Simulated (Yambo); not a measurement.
Here is a Yambo 5.3.0 calculation.

Contents of g0w05.in:

```
gw0
dyson
el_el_corr
rim_cut
HF_and_locXC
ppa
em1d
RandQpts= 1000000
RandGvec= 50 RL
EXXRLvcs= 15 Ry
VXCRLvcs= 15 Ry
Chimod= "HARTREE"
% BndsRnXp
 1 | 108 |
%
NGsBlkXp= 5 Ry
% LongDrXp
 1 | 1 | 1 |
%
PPAPntXp= 27.21138 eV
% GbndRnge
 1 | 108 |
%
GTermKind= "none"
DysSolver= "n"
ExtendOut
% QPkrange
 1 | 1 | 25 | 30 |
 3 | 3 | 25 | 30 |
%
```

scf.in

```
&CONTROL
  calculation = 'scf'
  prefix = 'pwscf'
  outdir = './tmp'
  pseudo_dir = './pseudo'
/
&SYSTEM
  ibrav = 0
  nat = 2
  ntyp = 1
  ecutwfc = 78
  nbnd = 42
  occupations = 'smearing'
  smearing = 'fd'
  degauss = 0.00367493
  noncolin = .true.
  lspinorb = .true.
  force_symmorphic = .true.
/
&ELECTRONS
  conv_thr = 4d-10
  electron_maxstep = 120
  mixing_beta = 0.5
/
ATOMIC_SPECIES
Ge    72.6300 Ge.upf
CELL_PARAMETERS angstrom
   0.0000000000    2.8289100000    2.8289100000
   2.8289100000    0.0000000000    2.8289100000
   2.8289100000    2.8289100000    0.0000000000
ATOMIC_POSITIONS crystal
Ge     0.7500000000    0.7500000000    0.7500000000
Ge     0.5000000000    0.5000000000    0.5000000000
K_POINTS automatic
8 8 8 0 0 0
```

Contents of nscf.in:

```
&CONTROL
  calculation = 'nscf'
  prefix = 'pwscf'
  outdir = './tmp'
  pseudo_dir = './pseudo'
/
&SYSTEM
  ibrav = 0
  nat = 2
  ntyp = 1
  ecutwfc = 78
  nbnd = 108
  occupations = 'smearing'
  smearing = 'fd'
  degauss = 0.00367493
  noncolin = .true.
  lspinorb = .true.
  force_symmorphic = .true.
/
&ELECTRONS
  conv_thr = 1d-08
  diago_full_acc = .true.
  diago_thr_init = 1d-06
/
ATOMIC_SPECIES
Ge    72.6300 Ge.upf
CELL_PARAMETERS angstrom
   0.0000000000    2.8289100000    2.8289100000
   2.8289100000    0.0000000000    2.8289100000
   2.8289100000    2.8289100000    0.0000000000
ATOMIC_POSITIONS crystal
Ge     0.7500000000    0.7500000000    0.7500000000
Ge     0.5000000000    0.5000000000    0.5000000000
K_POINTS automatic
2 2 2 0 0 0
```

Potentials or basis: PseudoDojo 0.4 FR PBE standard.

The run is started by

```sh
$ OMP_NUM_THREADS=1 pw.x -in scf.in > scf.out
$ OMP_NUM_THREADS=1 pw.x -in nscf.in > nscf.out
$ cd tmp/pwscf.save; p2y; mv SAVE ../..; cd ../..
$ OMP_NUM_THREADS=1 yambo
$ mkdir -p g0w05; ln -s $PWD/g0w00/ndb.pp* g0w05/
$ mkdir -p g0w05; ln -s $PWD/g0w00/ndb.RIM g0w05/
$ OMP_NUM_THREADS=1 yambo -F g0w05.in -J g0w05 -C g0w05_out
```

(1) What does it give for the band gap on the k mesh, mean-field level?

Results:

(1) none (metal or under the smearing width).

Caveat: the k mesh is coarse (spacing up to 0.96 Å⁻¹), so the values aren't converged; the potentials hold a filled d shell without the s and p states of that shell, which can shift GW gaps by tenths of an eV, either way; the plasmon-pole model is rough for a metal; the ground state has no gap, which makes the many-body step unreliable; this version prints the column dSc/dw multiplied by 27.2; this crystal is a semiconductor, whose small gap the functional closes, so the metal is an error of the method.
